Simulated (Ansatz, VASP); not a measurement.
# One calculation of Ni, two programs

```
Ni
1.0
     0.00000    1.77165    1.77165
     1.77165    0.00000    1.77165
     1.77165    1.77165    0.00000
Ni
1
Direct
  0.00000 0.00000 0.00000
```

Change from the starting cell: volume scaled by 1.06.

Alike in both runs: task single point; functional PBEsol; k mesh 13 × 13 × 13; occupations fermi-dirac, width 0.05 eV; collinear spin, ferromagnetic start.

```csv
,VASP,Ansatz
version,VASP 6.6.1,Ansatz 0.2.0
potentials or method,"VASP PAW PBE potentials, release 64 (Ni)",Ansatz PAW
plane-wave cutoff (eV),520,420
valence electrons in the cell,10,18
```

```csv
,VASP,Ansatz,Ansatz less VASP
gap on the k mesh at the Fermi level (eV),none,none,-
pressure (GPa),-13.3,-13.5,-0.21
net moment per atom (μB),0.63,0.63,+0.006
size of the moment on the site where the two differ most (μB),0.64,0.67,+0.031
```

Site moments also hang on the region over which each program counts them. A gap of «none» marks a metal or a gap that the smearing closes. The two sets of potentials don't hold the same shells in valence.

Caveats: the PAW data sets were made with another functional, which shifts forces and pressure a little (VASP); the PAW data sets come from PBE, with cores solved anew for the run's functional, which leaves a small shift of forces and pressure (Ansatz).
